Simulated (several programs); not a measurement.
## What each method gives for WS2 (3R-MoS2 type)

WS2 built on the 3R-MoS2 prototype, relaxed with r2SCAN+rVV10 in Ansatz, was computed with several methods. The symmetry is R3m (No. 160, trigonal); a = 3.172 Å, c = 18.712 Å in the conventional setting, 18.11 Å³ an atom. Around W lie 6 S at 2.41 Å; around S lie 3 W at 2.41 Å. (Simulation; spin polarisation is off.)

```
CELL_PARAMETERS angstrom
1.58589 0.91561 6.23747
-1.58589 0.91561 6.23747
0.00000 -1.83122 6.23747
ATOMIC_POSITIONS crystal
W 0.99999 0.99999 0.99999
S 0.41680 0.41680 0.41680
S 0.24988 0.24988 0.24988
```

Gaps and times are for a single point on this cell; volume and bulk modulus come from each method's own relaxation or energy curve at fixed shape, which is too stiff where a cell has free coordinates or axes. Times are rough, from shared hosts (Arm Neoverse N1; Arm Neoverse V2; Intel Xeon 6975P-C), and each method has its own mesh and cell size. A double dagger marks a value from a curve with shape and coordinates held. GFN1-xTB (tblite), GFN2-xTB (tblite) treat a cluster of cells at its zone centre, which samples few k points: where these miss a band edge, the gap comes out too large for that reason alone. Gaps from k meshes are read at a limited set of points (mesh, symmetry points, PBE's band edges), so each method's own least gap may be somewhat smaller. xTB and the PM methods were fitted mostly to molecules, and can miss a solid's gap by electronvolts. Minimal bases can be far off for gaps. Times of the plane-wave ladder aren't listed, since it ran on unlike processors and cards. Curves at held shape can't give the bulk modulus of a layered or molecular crystal, so none is listed. GLLB-SC's gap includes the derivative discontinuity. G0W0 is at finite bands, cutoff and mesh. d marks a direct gap, i an indirect one (no mark: not told apart), a dash a value that wasn't computed or didn't pass its checks.

```
                              method              kind  gap (eV)  own volume (Å³/atom)  bulk modulus (GPa)  atoms computed  processor time
                          PBE-D3(BJ)         semilocal         –                 17.39                   –               3               –
                        r2SCAN+rVV10         semilocal         –                 18.11                   –               3               –
                              PBE-D4         semilocal         –                 17.49                   –               3               –
light PBE (260 eV and a coarse mesh)  light plane-wave    1.07 i                     –                   –               3           1.3 s
                   GFN1-xTB (tblite)     tight binding      2.36                18.26‡                   –         cluster           5.6 s
                   GFN2-xTB (tblite)     tight binding      1.42                19.07‡                   –         cluster            11 s
                                 PBE         semilocal    1.07 i                     –                   –               3               –
              PBE/single zeta (GPAW)       small basis    1.05 i                     –                   –               3            15 s
                              r2SCAN         semilocal    1.18 i                     –                   –               3               –
                      PBE/SZV (CP2K)       small basis    0.56 i                18.82‡                   –               3            24 s
                                 LDA         semilocal    0.99 i                     –                   –               3               –
                     PBE/DZVP (CP2K)       small basis    1.11 i                18.36‡                   –               3            41 s
                             PBE+SOC         semilocal    0.94 i                     –                   –               3               –
                      GLLB-SC (GPAW)   model potential      1.63                     –                   –               3            92 s
                             LC-ωPBE            hybrid    5.42 i                     –                   –               3               –
                               HSE06            hybrid    1.60 i                     –                   –               3               –
                            DDH-PBE0            hybrid    1.49 i                     –                   –               3               –
                             r2SCAN0            hybrid    2.34 i                     –                   –               3               –
                                PBE0            hybrid    2.26 i                     –                   –               3               –
                           HSE06+SOC            hybrid    1.45 i                     –                   –               3               –
  G0W0@PBE (140 eV screening cutoff)         many-body      1.46                     –                   –               3               –
```

Against HSE06 (1.60 eV) and with closed or daggered gaps left aside, the nearest gap at the points sampled is that of GLLB-SC (GPAW) (+0.03 eV) and the farthest that of LC-ωPBE (+3.82 eV). HSE06 is only a yardstick of convenience, and nearness to it can be luck.

Runs without a result: PM7 (MOPAC) (single point, out of time).

Only the rows marked +SOC include spin-orbit coupling.
